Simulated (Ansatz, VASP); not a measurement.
CoSi2 in VASP and in Ansatz

```
Co Si
1.0
     0.00000    2.66078    2.66078
     2.66078    0.00000    2.66078
     2.66078    2.66078    0.00000
Co Si
1 2
Direct
  0.00000 0.00000 0.00000
  0.25000 0.25000 0.25000
  0.75000 0.75000 0.75000
```

Alike in both runs: functional PBE; k mesh 14 × 14 × 14; occupations gaussian, width 0.1 eV; no spin polarisation.

Ansatz relaxed the structure, and its values are those at the end. VASP's run is a single point on that final structure, the one shown.

|  | VASP | Ansatz |
| --- | --- | --- |
| version | VASP 6.6.1 | Ansatz 0.2.0 |
| potentials or method | VASP PAW PBE potentials, release 64 (Co, Si) | scalar-relativistic, plane waves, PAW |
| plane-wave cutoff (eV) | 520 | 420 |
| valence electrons in the cell | 17 | 25 |

Ansatz gave:

* gap on the k mesh at the Fermi level (eV): none
* pressure (GPa): 4.0

Which values does VASP return?

gap on the k mesh at the Fermi level (eV): none; pressure (GPa): 3.9.

A gap of «none» marks a metal or a gap that the smearing closes. The two sets of potentials don't hold the same shells in valence.

Spin polarisation is off, so any magnetic state and its effect on volume and gap are missing.
